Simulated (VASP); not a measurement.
# Mo (Im-3m) in VASP: density of states with PBE

Aim: the density of states of Mo with PBE.

All numbers are computed with VASP 6.6.1; they aren't measurements. Logs are shortened: lines on timing, memory, paths and dates and some standing lists are left out, and cuts for length are marked.

### 1 The crystal as given

The structure is cubic, space group Im-3m (No. 229). Conventional cell: a = 3.161 Å, b = 3.161 Å, c = 3.161 Å, α = 90.00°, β = 90.00°, γ = 90.00°. Mo (site symmetry m-3m) has 8 Mo at 2.74 Å as nearest neighbours.

### 2 Density of states, PBE

File POSCAR:

```
Mo                                      
1.0
   -1.5806277177      1.5806277177      1.5806277177
    1.5806277177     -1.5806277177      1.5806277177
    1.5806277177      1.5806277177     -1.5806277177
  Mo            
     1
Direct
     0.0000000000000000    0.0000000000000000    0.0000000000000000
```

File INCAR.step1:

```
SYSTEM = Mo
PREC = Accurate ; ENCUT = 520
EDIFF = 1E-7 ; ISMEAR = 0
SIGMA = 0.1 ; LREAL = .False.
LASPH = .True. ; NELM = 60
ALGO = Fast ; ISIF = 2
LWAVE = .False. ; LCHARG = .True.
LMAXMIX = 4 ; GGA = PE
NBANDS = 13
```

File KPOINTS.step1:

```
Automatic mesh
0
Gamma
  6 6 6
  0 0 0
```

File INCAR.step2:

```
SYSTEM = Mo
PREC = Accurate ; ENCUT = 520
EDIFF = 1E-7 ; ISMEAR = -5
SIGMA = 0.1 ; LREAL = .False.
LASPH = .True. ; NELM = 60
ALGO = Fast ; ISIF = 2
LWAVE = .False. ; LCHARG = .False.
LMAXMIX = 4 ; GGA = PE
LORBIT = 11 ; NBANDS = 13
NEDOS = 1001 ; ICHARG = 11
```

File KPOINTS.step2:

```
Automatic mesh
0
Gamma
  9 9 9
  0 0 0
```

Potentials or basis: VASP PAW PBE potentials, release 64 (Mo_sv).

The run is started by

```
cat potpaw_PBE.64/Mo_sv/POTCAR > POTCAR
cp INCAR.step1 INCAR
cp KPOINTS.step1 KPOINTS
mpirun -np 1 vasp_std > vasp.out
cp INCAR.step2 INCAR
cp KPOINTS.step2 KPOINTS
mpirun -np 1 vasp_std > vasp.out
```

OUTCAR:

```text
SYSTEM = Mo
   PREC = Accurate
   ENCUT = 520
   EDIFF = 1E-7
   ISMEAR = -5
   LREAL = .False.
   LASPH = .True.
   NELM = 60
   ISIF = 2
   GGA = PE
   LORBIT = 11
   ICHARG = 11

 ion  position               nearest neighbor table
   1  0.000  0.000  0.000-

  LATTYP: Found a body centered cubic cell.
 ALAT       =     3.1612554354

  Lattice vectors:

 A1 = (  -1.5806277177,   1.5806277177,   1.5806277177)
 A2 = (   1.5806277177,  -1.5806277177,   1.5806277177)
 A3 = (   1.5806277177,   1.5806277177,  -1.5806277177)

Analysis of symmetry for initial positions (statically):
=====================================================================
 Subroutine PRICEL returns:
 Original cell was already a primitive cell.

 Routine SETGRP: Setting up the symmetry group for a
 body centered cubic supercell.

 Subroutine GETGRP returns: Found 48 space group operations
 (whereof 48 operations were pure point group operations)
 out of a pool of 48 trial point group operations.

The static configuration has the point symmetry O_h .

Analysis of symmetry for dynamics (positions and initial velocities):
=====================================================================
 Subroutine PRICEL returns:
 Original cell was already a primitive cell.

 Routine SETGRP: Setting up the symmetry group for a
 body centered cubic supercell.

 Subroutine GETGRP returns: Found 48 space group operations
 (whereof 48 operations were pure point group operations)
 out of a pool of 48 trial point group operations.

The dynamic configuration has the point symmetry O_h .

 Subroutine INISYM returns: Found 48 space group operations
 (whereof 48 operations are pure point group operations),
 and found     1 'primitive' translations

----------------------------------------------------------------------------------------

                                     Primitive cell

  volume of cell :      15.7961

  direct lattice vectors                    reciprocal lattice vectors
    -1.580627718  1.580627718  1.580627718     0.000000000  0.316330022  0.316330022
     1.580627718 -1.580627718  1.580627718     0.316330022  0.000000000  0.316330022
     1.580627718  1.580627718 -1.580627718     0.316330022  0.316330022  0.000000000

  length of vectors
[... 92 lines left out ...]
   PSTRESS=    0.0 pullay stress
   NELECT =      14.0000    total number of electrons
   NUPDOWN=      -1.0000    fix difference up-down
   EMIN   =  10.00;   EMAX   =-10.00  energy-range for DOS
   EFERMI =   0.00;   METHOD = LEGACY
   ISMEAR =    -5;   SIGMA  =   0.10  broadening in eV -4-tet -1-fermi 0-gaus
   EFERMI_NEDOS =   21; number of points for ismear=-14 and -15
   IALGO  =     68    algorithm
   IMIX   =      4    mixing-type and parameters
     AMIX     =   0.40;   BMIX     =  1.00
     AMIX_MAG =   1.60;   BMIX_MAG =  1.00
  volume/ion in A,a.u.               =      15.80       106.60
  Fermi-wavevector in a.u.,A,eV,Ry     =   1.572538  2.971667 33.645533  2.472877
  Thomas-Fermi vector in A             =   2.673958
   LORBIT       =     11    0 simple, 1 ext, 2 COOP (PROOUT), +10 PAW based schemes
   GGA     = PE    functional components
   LHFCALC =     F    Hartree Fock is set to
   AEXX    =    0.0000 exact exchange contribution
   IVDW    =     0    specifies the selected vdW correction
   LEPSILON=     F    determine dielectric tensor
   LRPA    =     F    only Hartree local field effects (RPA)
 non-spin polarized calculation
 RMM-DIIS sequential band-by-band and
 Fermi weights with tetrahedron method with Bloechl corrections
  energy-cutoff  :      520.00
  volume of cell :       15.80
 maximum number of plane-waves:       434

 number of electron      14.0000004 magnetization

 Free energy of the ion-electron system (eV)
  ---------------------------------------------------
  ext. energy  EPLUGINS =         0.00000000
  ---------------------------------------------------
  free energy    TOTEN  =       -10.93126274 eV

  energy without entropy =      -10.93126274  energy(sigma->0) =      -10.93126274

 E-fermi :  12.4306     XC(G=0): -13.3341

 val. band max:       12.6709088269   @ k =   0.4444   0.1111   0.0000
 cond. band min:      12.2978858117   @ k =  -0.2222   0.3333   0.1111
 fundamental gap:     -0.3730230152
 Fermi energy:        12.4306386514

 k-point     1 :       0.0000    0.0000    0.0000
  band No.  band energies     occupation
      1     -48.8719      2.00000
      2     -22.1607      2.00000
      3     -22.1607      2.00000
      4     -22.1607      2.00000
      5       5.2244      2.00000
      6      11.0719      2.00000
      7      11.0719      2.00000
      8      11.0719      2.01352
      9      14.0591      0.00000
     10      14.0591      0.00000
     11      27.2441      0.00000
     12      27.2441      0.00000
     13      27.2441      0.00000
[... 354 lines left out ...]
  band No.  band energies     occupation
      1     -48.5751      2.00000
      2     -23.3746      2.00000
      3     -22.8011      2.00000
      4     -22.3755      2.00000
      5       8.1452      2.00000
      6       9.9493      2.00000
      7      10.5731      2.02575
      8      13.1757     -0.00024
      9      16.0223      0.00000
     10      19.4166      0.00000
     11      23.2129      0.00000
     12      26.1885      0.00000
     13      28.9566      0.00000

 [... further k-points ...]

------------------------ aborting loop because EDIFF is reached ----------------------------------------

  FORCE on cell =-STRESS in cart. coord.  units (eV):
  Direction    XX          YY          ZZ          XY          YZ          ZX
  --------------------------------------------------------------------------------------
  -------------------------------------------------------------------------------------
  Total       -0.0000788     -0.0000788     -0.0000788     -0.0000000     -0.0000000     -0.0000000
  in kB       -0.0079972     -0.0079972     -0.0079972     -0.0000000     -0.0000000     -0.0000000
  external PRESSURE =      -0.0079972 kB  Pullay stress =       0.0000000 kB

 VOLUME and BASIS-vectors are now :
 -----------------------------------------------------------------------------
  energy-cutoff  :      520.00
  volume of cell :       15.80
      direct lattice vectors                 reciprocal lattice vectors
    -1.580627718  1.580627718  1.580627718     0.000000000  0.316330022  0.316330022
     1.580627718 -1.580627718  1.580627718     0.316330022  0.000000000  0.316330022
     1.580627718  1.580627718 -1.580627718     0.316330022  0.316330022  0.000000000

 POSITION                                       TOTAL-FORCE (eV/Angst)
 -----------------------------------------------------------------------------------
      0.00000      0.00000      0.00000         0.000000      0.000000     -0.000000
 -----------------------------------------------------------------------------------
    total drift:                               -0.000000      0.000000      0.000000

  FREE ENERGIE OF THE ION-ELECTRON SYSTEM (eV)
  ---------------------------------------------------
  free  energy   TOTEN  =       -10.9312627417 eV

  energy  without entropy=      -10.9312627417  energy(sigma->0) =      -10.93126274

 total charge

# of ion       s       p       d       tot
------------------------------------------
    1        2.379   6.210   3.875  12.465
```

OUTCAR.step1:

```text
SYSTEM = Mo
   PREC = Accurate
   ENCUT = 520
   EDIFF = 1E-7
   ISMEAR = 0
   LREAL = .False.
   LASPH = .True.
   NELM = 60
[... 463 lines left out ...]
 -----------------------------------------------------------------------------------
      0.00000      0.00000      0.00000        -0.000000      0.000000      0.000000
 -----------------------------------------------------------------------------------
    total drift:                                0.000000     -0.000000      0.000000

  FREE ENERGIE OF THE ION-ELECTRON SYSTEM (eV)
  ---------------------------------------------------
  free  energy   TOTEN  =       -11.0000355421 eV

  energy  without entropy=      -10.9999533379  energy(sigma->0) =      -10.99999444
```

OSZICAR.step1:

```text
N       E                     dE             d eps       ncg     rms          rms(c)
DAV:   1     0.921955466254E+02    0.92196E+02   -0.79439E+03   424   0.110E+03
DAV:   2    -0.104104084052E+02   -0.10261E+03   -0.98990E+02   476   0.304E+02
DAV:   3    -0.116603691848E+02   -0.12500E+01   -0.12474E+01   476   0.338E+01
DAV:   4    -0.116629431045E+02   -0.25739E-02   -0.25739E-02   476   0.190E+00
DAV:   5    -0.116629585076E+02   -0.15403E-04   -0.15405E-04   471   0.133E-01    0.144E+01
RMM:   6    -0.110878192700E+02    0.57514E+00   -0.68467E-01   418   0.773E+00    0.418E+00
RMM:   7    -0.110032516365E+02    0.84568E-01   -0.21284E-01   428   0.426E+00    0.118E+00
RMM:   8    -0.110001953972E+02    0.30562E-02   -0.95833E-03   448   0.110E+00    0.125E-01
RMM:   9    -0.110000413535E+02    0.15404E-03   -0.10997E-03   442   0.351E-01    0.578E-02
RMM:  10    -0.110000372082E+02    0.41452E-05   -0.15812E-04   459   0.141E-01    0.118E-02
RMM:  11    -0.110000352767E+02    0.19315E-05   -0.15255E-05   451   0.440E-02    0.173E-03
RMM:  12    -0.110000355405E+02   -0.26377E-06   -0.37765E-06   407   0.178E-02    0.121E-03
RMM:  13    -0.110000356429E+02   -0.10237E-06   -0.58747E-07   324   0.701E-03    0.850E-04
RMM:  14    -0.110000355416E+02    0.10127E-06   -0.95552E-08   265   0.312E-03    0.396E-04
RMM:  15    -0.110000355421E+02   -0.48203E-09   -0.14461E-08   175   0.122E-03
   1 F= -.11000036E+02 E0= -.10999994E+02  d E =-.822041E-04
```

Wall time 13 s (1 thread of Intel Xeon Platinum 8259CL at 2.50GHz (Skylake/Cascade Lake), shared host); peak memory 0.12 GiB.

Results:

```
Valence electrons inside the program's atomic spheres : Mo 12.46
```

Levels at points of the mesh, in eV from the Fermi level:
```
           k point  band 3  band 4  band 5  band 6  band 7  band 8  band 9  band 10  band 11  band 12
(0.00, 0.00, 0.00)  -34.59  -34.59   -7.21   -1.36   -1.36   -1.36    1.63     1.63    14.81    14.81
```

States per cell in windows of 0.5 eV (zero at the Fermi level; states under -8 eV left out):
```csv
from (eV),total,Mo1_d,Mo1_p,Mo1_s
-8.0,0.00,0.00,0.00,0.00
-7.5,0.00,0.00,0.00,0.00
-7.0,0.02,0.00,0.00,0.01
-6.5,0.03,0.00,0.00,0.01
-6.0,0.06,0.00,0.00,0.03
-5.5,0.16,0.05,0.01,0.05
-5.0,0.51,0.26,0.02,0.09
-4.5,0.90,0.52,0.03,0.10
-4.0,0.45,0.29,0.02,0.03
-3.5,0.67,0.51,0.02,0.01
-3.0,0.85,0.66,0.03,0.00
-2.5,0.38,0.29,0.02,0.01
-2.0,0.82,0.56,0.06,0.02
-1.5,0.64,0.40,0.06,0.02
-1.0,0.24,0.14,0.03,0.01
-0.5,0.26,0.18,0.02,0.00
0.0,0.31,0.24,0.01,0.00
0.5,0.65,0.55,0.01,0.01
1.0,0.80,0.69,0.01,0.01
1.5,0.61,0.54,0.01,0.00
2.0,1.13,1.03,0.01,0.01
2.5,0.47,0.41,0.01,0.01
3.0,0.42,0.36,0.01,0.01
3.5,0.28,0.23,0.01,0.01
4.0,0.17,0.12,0.01,0.01
4.5,0.14,0.09,0.02,0.01
5.0,0.16,0.10,0.02,0.01
5.5,0.13,0.07,0.02,0.01
6.0,0.15,0.08,0.03,0.01
6.5,0.12,0.06,0.02,0.01
7.0,0.14,0.07,0.03,0.01
7.5,0.14,0.06,0.03,0.01
```

Caveat: the k mesh is coarse (spacing up to 0.47 Å⁻¹), so the values aren't converged; tetrahedron occupations give inexact forces and stress in metals.
